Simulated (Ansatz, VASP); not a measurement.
**AlN: VASP beside Ansatz**

```xyz
2
Lattice="0.0000 1.9937 1.9937 1.9937 0.0000 1.9937 1.9937 1.9937 0.0000" Properties=species:S:1:pos:R:3 pbc="T T T"
Al    1.9937    1.9937    1.9937
N     0.0000    0.0000    0.0000
```

Alike in both runs: task single point; functional PBE; k mesh 10 × 10 × 10; occupations gaussian, width 0.02 eV; no spin polarisation.

```csv
,VASP,Ansatz
version,VASP 6.6.1,Ansatz 0.2.0
potentials or method,"VASP PAW PBE potentials, release 64 (Al, N)","scalar-relativistic, plane waves, PAW"
plane-wave cutoff (eV),520,420
valence electrons in the cell,8,8
```

|  | VASP | Ansatz | Ansatz less VASP |
| --- | --- | --- | --- |
| gap on the k mesh at the Fermi level (eV) | 5.02 | 5.04 | +0.025 |
| least direct gap on the mesh (eV) | 6.29 | 6.28 | -0.015 |
| pressure (GPa) | 17.3 | 17.6 | +0.33 |

Caveats: so large a pressure means that the cell lies far from this level's equilibrium, or that cutoff or potentials fall short (VASP). A k mesh can miss the band edges.
